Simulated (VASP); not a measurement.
C:

```
CELL_PARAMETERS angstrom
4.25464 -2.45656 0.00000
4.25464 2.45656 0.00000
-2.75814 0.00000 7.00566
ATOMIC_POSITIONS crystal
C 0.45210 0.40648 0.00963
C 0.45210 0.40648 0.50963
C 0.45210 0.90648 0.00963
C 0.45210 0.90648 0.50963
C 0.95210 0.40648 0.00963
C 0.95210 0.40648 0.50963
C 0.95210 0.90648 0.00963
C 0.95210 0.90648 0.50963
C 0.04790 0.09352 0.49037
C 0.04790 0.09352 0.99037
C 0.04790 0.59352 0.49037
C 0.04790 0.59352 0.99037
C 0.54790 0.09352 0.49037
C 0.54790 0.09352 0.99037
C 0.54790 0.59352 0.49037
C 0.54790 0.59352 0.99037
```

This is a stacking variant of graphite.

The cell isn't the ideal one: all atoms moved at random, sigma 0.15 Å a component.

| Quantity | Value |
| --- | --- |
| Program | VASP 6.6.1 |
| Task | phonon dispersion |
| Functional | PBEsol |
| Potentials or basis | VASP PAW PBE potentials, release 64 (C) |
| Cutoff | 520 eV |
| k mesh | 4 × 4 × 2 |
| Occupations | gaussian, width 0.02 eV |
| Spin | no spin polarisation |
| Long-range dipole term | no |
| Supercell matrix | [2, 0, 0, 0, 2, 0, 0, 0, 2] |
| Further INCAR settings | LREAL = Auto; ALGO = Normal; EDIFF = 1e-07; IBRION = 6; POTIM = 0.015; NSW = 1 |

Is this structure dynamically stable at this level, and how far does the spectrum reach?

No: the interpolated spectrum has imaginary modes, down to 157i cm⁻¹ near q = (0.07, 0.07, -0.14). The highest frequency is 2019 cm⁻¹.

Phonon frequencies at the corners of the path (cm⁻¹, interpolated; i marks imaginary ones):
```
point                frequencies
    Γ         0 0 0 300 774 2005
    Y  38i 504 511 627 1642 1866
    F  51i 480 497 624 1550 1908
    L  11i 503 504 625 1641 1868
    I  139 485 626 830 1373 1965
   I1  139 485 626 830 1373 1965
    Z     48i 27 71 311 779 1994
   F1  51i 480 497 624 1550 1908
   X1  83i 506 579 757 1527 1917
    X  83i 506 579 757 1527 1917
    N  161 442 548 767 1153 2019
    M  138 442 547 770 1154 2017
```

A q mesh this small can miss soft modes between its points.

Caveat: the k mesh is coarse (spacing up to 0.45 Å⁻¹), so the values aren't converged; some modes are imaginary.
